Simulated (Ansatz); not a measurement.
Here is an Ansatz 0.2.0 calculation.

Contents of input.yaml:

```yaml
crystal:
  lattice:
    - [3.3500014, 0.0, 0.0]
    - [-1.6750007, 2.90118631, 0.0]
    - [0.0, 0.0, 5.85999874]
  atoms:
    - { symbol: Ta, position: [0.0, 0.0, 0.0], spin: 0.12 }
    - { symbol: S, position: [0.3333333333, 0.6666666667, 0.25] }
    - { symbol: S, position: [0.6666666667, 0.3333333333, 0.75] }
hamiltonian:
  xc: pbesol
  pseudopotentials: { kind: paw }
  hubbard: { sites: [{ species: Ta, l: d, u_eff: 8.0 }] }
magnetization:
  spin_polarized: true
kpoints:
  mp_grid: { grid: [7, 7, 3] }
scf:
  occupations: { method: gaussian, width: 0.05 }
output:
  forces: true
  stress: true
  eigenvalues: true
```

Potentials or basis: Ansatz PAW.

Command:

```console
$ ansatz run input.yaml --threads 2 --pin off --max-ram 5632MiB --backend cpu --events-out ev --progress --plain --runs-dir out
```

**Question.** Estimate the absolute moment.

**Answer.** 1.09 μB per cell.

**Question.** What does it give for the site moments?

**Answer.** Ta +0.57; S +0.00 μB.

**Question.** Predict the pressure.

**Answer.** 19.8 GPa.

Stress tensor (GPa, compression positive):
```
22.16  1.12  0.46
 1.12 23.45 -0.26
 0.46 -0.26 13.67
```

Caveat: the magnetic or orbital state may not be the lowest; odd divisions of the mesh miss points on the zone boundary, where band edges often lie, so the gap on the mesh can be too wide; spin-orbit coupling is left out, which moves the levels of the heavy elements; this functional lacks dispersion, which binds the layers, so the pressure and a relaxed spacing across them are unreliable; the PAW data sets come from PBE, with cores solved anew for the run's functional, which leaves a small shift of forces and pressure; forces of over 1 eV/Å show positions far from the minimum, so gaps and moduli don't describe the material at rest. The state reached can hang on the start; a lower one may exist.
